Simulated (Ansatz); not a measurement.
# In2GaP3: the cost of one run

Computed with Ansatz 0.2.0 (DFT PBE, scalar-relativistic, plane waves, PAW, unless a step's input says otherwise).

### Step 1. The system as given

Symmetry: P-3m1, No. 164, trigonal system. Conventional cell: a = 3.834 Å, b = 3.834 Å, c = 9.358 Å, α = 90.00°, β = 90.00°, γ = 120.00°. Around In (site symmetry 3m) lie 6 P at 2.75 to 2.77 Å. Ga (site symmetry -3m) is surrounded by 6 P at 2.61 Å. Around P (site symmetry -3m) lie 6 In at 2.75 Å. P (site symmetry 3m) is surrounded by 3 Ga at 2.61 Å and 3 In at 2.77 Å.

Coordinates:

```
CELL_PARAMETERS angstrom
3.83404 0.00000 0.00000
-1.91702 3.32037 0.00000
0.00000 0.00000 9.35809
ATOMIC_POSITIONS crystal
In 0.33333 0.66667 0.67367
In 0.66667 0.33333 0.32633
Ga 0.00000 0.00000 0.00000
P 0.00000 0.00000 0.50000
P 0.33333 0.66667 0.14819
P 0.66667 0.33333 0.85181
```

The cell was relaxed beforehand at this level, starting from a generated guess, and another structure or a mixture of phases may lie lower. At a tolerance of 0.05 Å it has space group P-3m1 (No. 164); it has 19.86 Å³/atom, an uncorrected energy of +0.01 eV/atom over the elements.

### Step 2. Static run: bands, density of states and charges

input.yaml reads:

```yaml
crystal:
  lattice:
    - [3.8340365733, 0.0, 0.0]
    - [-1.9170182867, 3.3203730715, 0.0]
    - [0.0, 0.0, 9.3580850333]
  atoms:
    - { symbol: In, position: [0.3333333333, 0.6666666667, 0.6736683396] }
    - { symbol: In, position: [0.6666666667, 0.3333333333, 0.3263316604] }
    - { symbol: Ga, position: [0.0, 0.0, 0.0] }
    - { symbol: P, position: [0.0, 0.0, 0.5] }
    - { symbol: P, position: [0.3333333333, 0.6666666667, 0.1481884864] }
    - { symbol: P, position: [0.6666666667, 0.3333333333, 0.8518115136] }
basis:
  ecutwfc: 420
kpoints:
  mp_grid: { grid: [12, 12, 4] }
  band_path:
    path:
      - [[0.0, 0.0, 0.0], [0.5, 0.0, 0.0], [0.33333333, 0.33333333, 0.0], [0.0, 0.0, 0.0], [0.0, 0.0, 0.5], [0.5, 0.0, 0.5], [0.33333333, 0.33333333, 0.5], [0.0, 0.0, 0.5]]
      - [[0.5, 0.0, 0.5], [0.5, 0.0, 0.0]]
      - [[0.33333333, 0.33333333, 0.5], [0.33333333, 0.33333333, 0.0]]
    npoints: 14
hamiltonian:
  xc: pbe
scf:
  occupations: { method: gaussian, width: 0.1 }
  n_extra_bands: 15
output:
  forces: true
  stress: true
  eigenvalues: true
  populations: true
  dos: { projected: true, de: 0.02, nscf_kmesh: { grid: [15, 15, 5] } }
  bader: true
  write_density: true
  write_potential: true
  elf: true
  volumetric_format: npy
```

Launch:

```
$ ansatz run input.yaml --threads 1 --pin off --max-ram 2560MiB --backend cpu --events-out ev --progress --plain --runs-dir out
```

**Question.** How long does this run take on 1 thread of Arm Neoverse V2, shared host, and how much memory does it need?

About 95 s, with a peak of 0.66 GiB.
